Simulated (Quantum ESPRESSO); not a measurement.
# AlN (Fm-3m) in Quantum ESPRESSO: notebook

Runs on AlN. Level: PBEsol. Tasks: single point, equation of state.

Everything below comes from runs of Quantum ESPRESSO 7.5. Logs are shortened: lines on timing, memory, paths and dates and some standing lists are left out, and cuts for length are marked.

### 1 The structure

The structure is cubic, space group Fm-3m (No. 225). The conventional cell has a = 4.069 Å, b = 4.069 Å, c = 4.069 Å, α = 90.00°, β = 90.00°, γ = 90.00°. Al (site symmetry m-3m) has 6 N at 2.03 Å as nearest neighbours. N (site symmetry m-3m) is surrounded by 6 Al at 2.03 Å.

Measurements of this composition are mostly on another form, of space group No. 186.

### 2 Single point, PBEsol, 7.92 Å³/atom

Input file pw.in:

```
&CONTROL
  calculation = 'scf'
  prefix = 'pwscf'
  outdir = './tmp'
  pseudo_dir = './pseudo'
  tstress = .true.
  disk_io = 'nowf'
/
&SYSTEM
  ibrav = 0
  nat = 2
  ntyp = 2
  ecutwfc = 45
  ecutrho = 360
  nbnd = 9
  occupations = 'smearing'
  smearing = 'fd'
  degauss = 0.00367493
/
&ELECTRONS
  conv_thr = 4d-10
  electron_maxstep = 120
  mixing_beta = 0.5
/
ATOMIC_SPECIES
Al    26.9815 al_pbesol_v1.uspp.F.UPF
N     14.0070 n_pbesol_v1.2.uspp.F.UPF
CELL_PARAMETERS angstrom
   0.0000000000    1.9929855707    1.9929855707
   1.9929855707    0.0000000000    1.9929855707
   1.9929855707    1.9929855707    0.0000000000
ATOMIC_POSITIONS crystal
Al     0.5000000000    0.5000000000    0.5000000000
N      0.0000000000    0.0000000000    0.0000000000
K_POINTS automatic
11 11 11 0 0 0
```

Potentials or basis: GBRV 1.5 PBEsol.

On the command line:

```
OMP_NUM_THREADS=1 mpirun -n 2 pw.x -nk 2 -in pw.in > pw.out
```

pw.out:

```text
This program is part of the open-source Quantum ESPRESSO suite
     for quantum simulation of materials; please cite
[... 13 lines left out ...]
     --------------------
     sticks:   dense  smooth     PW     G-vecs:    dense   smooth      PW
     Sum         703     349    121                12339     4285     869

     Using Slab Decomposition

     bravais-lattice index     =            0
     lattice parameter (alat)  =       5.3262  a.u.
     unit-cell volume          =     106.8413 (a.u.)^3
     number of atoms/cell      =            2
     number of atomic types    =            2
     number of electrons       =         8.00
     number of Kohn-Sham states=            9
     kinetic-energy cutoff     =      45.0000  Ry
     charge density cutoff     =     360.0000  Ry
     scf convergence threshold =      4.0E-10
     mixing beta               =       0.5000
     number of iterations used =            8  plain     mixing
     Exchange-correlation= SLA  PW   PSX  PSC
                           (   1   4  10   8   0   0   0)

     celldm(1)=   5.326207  celldm(2)=   0.000000  celldm(3)=   0.000000
     celldm(4)=   0.000000  celldm(5)=   0.000000  celldm(6)=   0.000000

     crystal axes: (cart. coord. in units of alat)
               a(1) = (   0.000000   0.707107   0.707107 )
               a(2) = (   0.707107   0.000000   0.707107 )
               a(3) = (   0.707107   0.707107   0.000000 )

     reciprocal axes: (cart. coord. in units 2 pi/alat)
               b(1) = ( -0.707107  0.707107  0.707107 )
               b(2) = (  0.707107 -0.707107  0.707107 )
               b(3) = (  0.707107  0.707107 -0.707107 )

     PseudoPot. # 1 for Al read from file:
     al_pbesol_v1.uspp.F.UPF
     Pseudo is Ultrasoft + core correction, Zval =  3.0
     Generated by new atomic code, or converted to UPF format
     Using radial grid of  893 points,  3 beta functions with:
                l(1) =   0
                l(2) =   1
                l(3) =   2
     Q(r) pseudized with  8 coefficients,  rinner =    0.900   0.900   0.900
                                                       0.900   0.900

     PseudoPot. # 2 for N  read from file:
     n_pbesol_v1.2.uspp.F.UPF
     Pseudo is Ultrasoft + core correction, Zval =  5.0
     Generated by new atomic code, or converted to UPF format
     Using radial grid of  729 points,  4 beta functions with:
                l(1) =   0
                l(2) =   0
                l(3) =   1
                l(4) =   1
     Q(r) pseudized with  8 coefficients,  rinner =    0.900   0.900   0.900

     atomic species   valence    mass     pseudopotential
     Al                3.00    26.98150     Al( 1.00)
     N                 5.00    14.00700     N ( 1.00)

     48 Sym. Ops., with inversion, found

   Cartesian axes

     site n.     atom                  positions (alat units)
         1        Al     tau(   1) = (   0.7071068   0.7071068   0.7071068  )
         2        N      tau(   2) = (   0.0000000   0.0000000   0.0000000  )

     number of k points=    56  Fermi-Dirac smearing, width (Ry)=  0.0037
                       cart. coord. in units 2pi/alat
        k(    1) = (   0.0000000   0.0000000   0.0000000), wk =   0.0015026
        k(    2) = (   0.0642824   0.0642824  -0.0642824), wk =   0.0120210
        k(    3) = (   0.1285649   0.1285649  -0.1285649), wk =   0.0120210
        k(    4) = (   0.1928473   0.1928473  -0.1928473), wk =   0.0120210
        k(    5) = (   0.2571297   0.2571297  -0.2571297), wk =   0.0120210
        k(    6) = (   0.3214122   0.3214122  -0.3214122), wk =   0.0120210
[... 48 lines left out ...]
        k(   55) = (  -0.0642824  -0.4499770   0.7071068), wk =   0.0360631
        k(   56) = (   0.0000000  -0.3856946   0.6428243), wk =   0.0360631

     Dense  grid:    12339 G-vectors     FFT dimensions: (  36,  36,  36)

     Smooth grid:     4285 G-vectors     FFT dimensions: (  24,  24,  24)

     Initial potential from superposition of free atoms

     starting charge       7.9976, renormalised to       8.0000
     Starting wfcs are    8 randomized atomic wfcs +    1 random wfcs

     Self-consistent Calculation

     iteration #  1     ecut=    45.00 Ry     beta= 0.50
     Davidson diagonalization with overlap
     ethr =  1.00E-02,  avg # of iterations =  4.9

     total energy              =     -26.84250787 Ry
     estimated scf accuracy    <       0.40154665 Ry

     iteration #  2     ecut=    45.00 Ry     beta= 0.50
     Davidson diagonalization with overlap
     ethr =  5.02E-03,  avg # of iterations =  1.8

     total energy              =     -26.94834942 Ry
     estimated scf accuracy    <       0.03052496 Ry

     iteration #  3     ecut=    45.00 Ry     beta= 0.50
     Davidson diagonalization with overlap
     ethr =  3.82E-04,  avg # of iterations =  1.3
[... 22 lines left out ...]
     total energy              =     -26.95284547 Ry
     estimated scf accuracy    <       0.00000021 Ry

     iteration #  7     ecut=    45.00 Ry     beta= 0.50
     Davidson diagonalization with overlap
     ethr =  2.66E-09,  avg # of iterations =  2.0

     total energy              =     -26.95284552 Ry
     estimated scf accuracy    <          5.0E-10 Ry

     iteration #  8     ecut=    45.00 Ry     beta= 0.50
     Davidson diagonalization with overlap
     ethr =  6.20E-12,  avg # of iterations =  2.7

     End of self-consistent calculation

          k = 0.0000 0.0000 0.0000 (   537 PWs)   bands (ev):

    -6.2666  11.7186  11.7186  11.7186  17.9946  23.8969  23.8969  23.8969
    29.0798

          k = 0.0643 0.0643-0.0643 (   537 PWs)   bands (ev):

    -6.0887  10.8544  11.6108  11.6108  18.5036  23.0998  24.1670  24.1670
    28.2669

          k = 0.1286 0.1286-0.1286 (   552 PWs)   bands (ev):

    -5.5667   8.9245  11.3410  11.3410  19.0680  22.5718  24.4989  24.4989
    27.4456

          k = 0.1928 0.1928-0.1928 (   543 PWs)   bands (ev):

    -4.7456   6.7069  11.0226  11.0226  18.7805  23.4213  23.9938  23.9938
    28.4695
[... 83 lines left out ...]
    -2.3856   3.7203   8.3867  10.0474  19.2295  21.4277  24.3361  24.6453
    29.6431

          k =-0.1286-0.3857 0.3857 (   546 PWs)   bands (ev):

    -2.6961   4.2068   8.1693  10.3479  19.6826  21.5553  24.0922  24.4098
    30.4506

          k =-0.0643-0.3214 0.3214 (   545 PWs)   bands (ev):

    -3.5701   5.6352   8.3180  10.7526  20.3036  21.9749  23.1871  24.2052
    28.0674

          k = 0.0000-0.2571 0.2571 (   546 PWs)   bands (ev):

    -4.4766   7.1361   9.0655  11.1464  20.5943  21.6890  23.2112  24.6195
    26.3236

          k = 0.3857 0.0000-0.0000 (   552 PWs)   bands (ev):

    -4.2518   7.3575   9.8031   9.8031  18.6855  19.4484  23.4877  27.2594
    27.2594

          k = 0.4500 0.0643-0.0643 (   547 PWs)   bands (ev):

    -3.5191   6.2473   9.1365   9.5061  18.3597  19.0680  23.8426  27.3474
    28.0739

          k = 0.5143 0.1286-0.1286 (   541 PWs)   bands (ev):

    -2.6747   5.1394   8.0503   9.4104  18.1405  20.1475  23.9258  26.6688
    28.6773
[... 23 lines left out ...]
    -2.2551   4.7618   8.4091   9.0131  17.2636  17.9507  25.3071  28.3726
    28.9029

          k =-0.0643-0.5785 0.5785 (   543 PWs)   bands (ev):

    -1.7381   4.5092   7.0416   9.0968  17.3452  19.6123  25.2049  27.5089
    28.7162

          k =-0.0000-0.5143 0.5143 (   542 PWs)   bands (ev):

    -1.6804   5.0043   5.7702   9.3950  17.9006  21.6197  24.6106  26.4268
    28.3736

          k = 0.6428-0.0000 0.0000 (   540 PWs)   bands (ev):

    -1.8266   4.1512   8.8119   8.8119  16.7413  16.9130  26.0273  29.2598
    29.2598

          k =-0.0000-0.6428 0.6428 (   546 PWs)   bands (ev):

    -1.6182   4.0544   8.1531   8.8414  16.8221  17.6179  25.9884  28.8082
    29.1520

          k = 0.2571 0.1286 0.0000 (   552 PWs)   bands (ev):

    -5.1152   8.4294  10.1356  11.0630  20.1819  20.9817  23.5328  25.7415
    25.7593

          k = 0.3214 0.1928-0.0643 (   548 PWs)   bands (ev):

    -4.3217   6.7651   9.4068  10.7514  20.0806  21.8435  22.4250  25.1419
    27.1480

          k = 0.3857 0.2571-0.1286 (   549 PWs)   bands (ev):

    -3.3686   4.9832   9.0205  10.3799  19.7258  21.5935  23.4022  24.5296
    28.7860

          k =-0.2571-0.3857 0.5143 (   546 PWs)   bands (ev):

    -2.5938   3.7352   8.8609  10.1363  19.5627  21.1444  24.0310  24.7579
    30.1129
[... 13 lines left out ...]
    -2.3873   4.5103   7.7247   9.4682  19.3659  21.3476  23.3290  25.5105
    29.2072

          k =-0.1286-0.3857 0.5143 (   541 PWs)   bands (ev):

    -2.1245   4.1900   7.3384   9.5713  19.6844  21.3167  24.1283  24.9769
    29.7644

          k =-0.0643-0.3214 0.4500 (   546 PWs)   bands (ev):

    -2.6434   4.9338   7.3191   9.9246  20.3538  21.3093  23.0925  25.1276
    29.4785

          k = 0.0000-0.2571 0.3857 (   541 PWs)   bands (ev):

    -3.5100   6.0047   7.9829  10.3891  21.2243  21.4389  21.6047  25.2699
    27.9193

          k = 0.5143 0.1286 0.0000 (   545 PWs)   bands (ev):

    -2.7939   5.4357   8.4948   9.0647  18.4848  18.5557  24.2393  27.4772
    28.6880

          k =-0.1286-0.5143 0.6428 (   543 PWs)   bands (ev):

    -2.0799   4.8474   7.3838   8.8218  18.3778  19.9432  24.1714  26.7643
    29.2175

          k =-0.0643-0.4500 0.5785 (   542 PWs)   bands (ev):

    -1.7297   4.8469   6.2392   8.9669  18.6834  21.6449  23.9898  25.7257
    29.2513

          k = 0.0000-0.3857 0.5143 (   544 PWs)   bands (ev):

    -1.9855   5.2162   5.9154   9.3793  19.3826  22.5042  23.2074  25.3111
    29.7094

          k =-0.0643-0.5785 0.7071 (   539 PWs)   bands (ev):

    -1.7629   4.3485   8.1145   8.4824  17.5616  18.0266  25.5405  27.8529
    29.4604

          k =-0.0000-0.5143 0.6428 (   540 PWs)   bands (ev):

    -1.5625   4.5329   6.9317   8.5361  17.9793  19.6992  25.1375  26.6203
    29.5044

          k =-0.1928-0.4500 0.7071 (   545 PWs)   bands (ev):

    -2.4224   5.2392   7.1711   9.0918  20.0993  20.8822  22.4319  26.0990
    29.3672

          k =-0.1286-0.3857 0.6428 (   544 PWs)   bands (ev):

    -1.8514   4.9209   6.4988   8.6607  20.0867  21.5719  22.9437  25.3331
    30.1974

          k =-0.0643-0.4500 0.7071 (   537 PWs)   bands (ev):

    -1.6273   4.9157   6.7447   8.0020  19.3675  20.5291  23.8917  25.6754
    30.1584

          k = 0.0000-0.3857 0.6428 (   535 PWs)   bands (ev):

    -1.5415   5.4601   5.7938   8.0132  19.8688  21.9915  23.2234  24.6291
    30.6354

     the Fermi energy is    14.5533 ev

!    total energy              =     -26.95284552 Ry
     estimated scf accuracy    <          9.3E-11 Ry
     smearing contrib. (-TS)   =       0.00000000 Ry
     internal energy E=F+TS    =     -26.95284552 Ry

     The total energy is F=E-TS. E is the sum of the following terms:
     one-electron contribution =       3.65796360 Ry
     hartree contribution      =       4.39025047 Ry
     xc contribution           =      -9.96555267 Ry
     ewald contribution        =     -25.03550692 Ry

     convergence has been achieved in   8 iterations

     Computing stress (Cartesian axis) and pressure

          total   stress  (Ry/bohr**3)                   (kbar)     P=      135.53
   0.00092134   0.00000000   0.00000000          135.53        0.00        0.00
   0.00000000   0.00092134   0.00000000            0.00      135.53        0.00
   0.00000000   0.00000000   0.00092134            0.00        0.00      135.53

=------------------------------------------------------------------------------=
   JOB DONE.
=------------------------------------------------------------------------------=
```

Wall time 2.8 s (2 MPI ranks of Intel Xeon 6975P-C (Granite Rapids), shared host); peak memory 0.1 GiB.

Results:

| Property | Result |
| --- | --- |
| Free energy | -366.7121 eV |
| Pressure | 13.6 GPa |
| Band gap on the k mesh | 5.02 eV, indirect (least direct gap 6.28 eV) |

Caveat: an odd mesh through Γ misses points on the zone boundary, where band edges often lie.

### 3 Single point, PBEsol, 8.08 Å³/atom

Changes to pw.in since step 2:

```diff
@@ -28,5 +28,5 @@
 CELL_PARAMETERS angstrom
-   0.0000000000    1.9929855707    1.9929855707
-   1.9929855707    0.0000000000    1.9929855707
-   1.9929855707    1.9929855707    0.0000000000
+   0.0000000000    2.0070211428    2.0070211428
+   2.0070211428    0.0000000000    2.0070211428
+   2.0070211428    2.0070211428    0.0000000000
 ATOMIC_POSITIONS crystal
```

Potentials or basis: GBRV 1.5 PBEsol.

On the command line:

```
OMP_NUM_THREADS=1 mpirun -n 2 pw.x -nk 2 -in pw.in > pw.out
```

It took 2.9 s on 2 MPI ranks of Intel Xeon 6975P-C (Granite Rapids), shared host; peak memory 0.1 GiB.

Results (log left out):

```
Free energy            : -366.7340 eV
Pressure               : 7.2 GPa
Band gap on the k mesh : 4.82 eV, indirect (least direct gap 5.97 eV)
```

Caveat: an odd mesh through Γ misses points on the zone boundary, where band edges often lie.

### 4 Single point, PBEsol, 8.25 Å³/atom

Changes to pw.in since step 3:

```diff
@@ -28,5 +28,5 @@
 CELL_PARAMETERS angstrom
-   0.0000000000    2.0070211428    2.0070211428
-   2.0070211428    0.0000000000    2.0070211428
-   2.0070211428    2.0070211428    0.0000000000
+   0.0000000000    2.0208631053    2.0208631053
+   2.0208631053    0.0000000000    2.0208631053
+   2.0208631053    2.0208631053    0.0000000000
 ATOMIC_POSITIONS crystal
```

On the command line:

```
OMP_NUM_THREADS=1 mpirun -n 2 pw.x -nk 2 -in pw.in > pw.out
```

Wall time 2.5 s (2 MPI ranks of Intel Xeon 6975P-C (Granite Rapids), shared host); peak memory 0.12 GiB.

It converged, with:

```yaml
Free_energy: -366.7430 eV
Pressure: 1.4 GPa
Band_gap_on_the_k_mesh: 4.62 eV, indirect (least direct gap 5.67 eV)
```

Caveat: an odd mesh through Γ misses points on the zone boundary, where band edges often lie.

### 5 Single point, PBEsol, 8.42 Å³/atom

Changes to pw.in since step 4:

```diff
@@ -28,5 +28,5 @@
 CELL_PARAMETERS angstrom
-   0.0000000000    2.0208631053    2.0208631053
-   2.0208631053    0.0000000000    2.0208631053
-   2.0208631053    2.0208631053    0.0000000000
+   0.0000000000    2.0345180000    2.0345180000
+   2.0345180000    0.0000000000    2.0345180000
+   2.0345180000    2.0345180000    0.0000000000
 ATOMIC_POSITIONS crystal
```

On the command line:

```
OMP_NUM_THREADS=1 mpirun -n 2 pw.x -nk 2 -in pw.in > pw.out
```

It took 2.8 s on 2 MPI ranks of Intel Xeon 6975P-C (Granite Rapids), shared host; peak memory 0.1 GiB.

It converged, with:

| Item | Value |
| --- | --- |
| Free energy | -366.7406 eV |
| Pressure | -3.8 GPa |
| Band gap on the k mesh | 4.44 eV, indirect (least direct gap 5.38 eV) |

Caveat: an odd mesh through Γ misses points on the zone boundary, where band edges often lie.

### 6 Single point, PBEsol, 8.59 Å³/atom

Changes to pw.in since step 5:

```diff
@@ -28,5 +28,5 @@
 CELL_PARAMETERS angstrom
-   0.0000000000    2.0345180000    2.0345180000
-   2.0345180000    0.0000000000    2.0345180000
-   2.0345180000    2.0345180000    0.0000000000
+   0.0000000000    2.0479920218    2.0479920218
+   2.0479920218    0.0000000000    2.0479920218
+   2.0479920218    2.0479920218    0.0000000000
 ATOMIC_POSITIONS crystal
```

Potentials or basis: GBRV 1.5 PBEsol.

On the command line:

```
OMP_NUM_THREADS=1 mpirun -n 2 pw.x -nk 2 -in pw.in > pw.out
```

Run time: 2.6 s. Hardware: 2 MPI ranks of Intel Xeon 6975P-C (Granite Rapids), shared host; peak memory 0.12 GiB.

Results (log left out):

```yaml
Free_energy: -366.7278 eV
Pressure: -8.5 GPa
Band_gap_on_the_k_mesh: 4.26 eV, indirect (least direct gap 5.11 eV)
```

Caveat: an odd mesh through Γ misses points on the zone boundary, where band edges often lie.

### 7 Single point, PBEsol, 8.76 Å³/atom

Changes to pw.in since step 6:

```diff
@@ -28,5 +28,5 @@
 CELL_PARAMETERS angstrom
-   0.0000000000    2.0479920218    2.0479920218
-   2.0479920218    0.0000000000    2.0479920218
-   2.0479920218    2.0479920218    0.0000000000
+   0.0000000000    2.0612910439    2.0612910439
+   2.0612910439    0.0000000000    2.0612910439
+   2.0612910439    2.0612910439    0.0000000000
 ATOMIC_POSITIONS crystal
```

On the command line:

```
OMP_NUM_THREADS=1 mpirun -n 2 pw.x -nk 2 -in pw.in > pw.out
```

Wall time 2.9 s (2 MPI ranks of Intel Xeon 6975P-C (Granite Rapids), shared host); peak memory 0.1 GiB.

It converged, with:

```
Free energy            : -366.7056 eV
Pressure               : -12.7 GPa
Band gap on the k mesh : 4.08 eV, indirect (least direct gap 4.85 eV)
```

Caveat: an odd mesh through Γ misses points on the zone boundary, where band edges often lie.

### 8 Single point, PBEsol, 8.93 Å³/atom

Changes to pw.in since step 7:

```diff
@@ -28,5 +28,5 @@
 CELL_PARAMETERS angstrom
-   0.0000000000    2.0612910439    2.0612910439
-   2.0612910439    0.0000000000    2.0612910439
-   2.0612910439    2.0612910439    0.0000000000
+   0.0000000000    2.0744206402    2.0744206402
+   2.0744206402    0.0000000000    2.0744206402
+   2.0744206402    2.0744206402    0.0000000000
 ATOMIC_POSITIONS crystal
```

On the command line:

```
OMP_NUM_THREADS=1 mpirun -n 2 pw.x -nk 2 -in pw.in > pw.out
```

Wall time 3.2 s (2 MPI ranks of Intel Xeon 6975P-C (Granite Rapids), shared host); peak memory 0.12 GiB.

Results (log left out):

| Quantity | Value |
| --- | --- |
| Free energy | -366.6749 eV |
| Pressure | -16.5 GPa |
| Band gap on the k mesh | 3.91 eV, indirect (least direct gap 4.59 eV) |

Caveat: an odd mesh through Γ misses points on the zone boundary, where band edges often lie.

### 9 Equation of state, PBEsol

Potentials or basis: GBRV 1.5 PBEsol.

No new run: the results of the series are fitted here.

Results:

```
Equilibrium volume                      : 8.30 Å³/atom
Bulk modulus                            : 262 GPa
Pressure derivative of the bulk modulus : 4.0
```

Energy against volume, from the lowest point:
| volume (Å³/atom) | energy (meV/atom) |
| --- | --- |
| 7.916 | 15.44 |
| 8.085 | 4.54 |
| 8.253 | 0.00 |
| 8.421 | 1.21 |
| 8.590 | 7.63 |
| 8.758 | 18.74 |
| 8.927 | 34.09 |
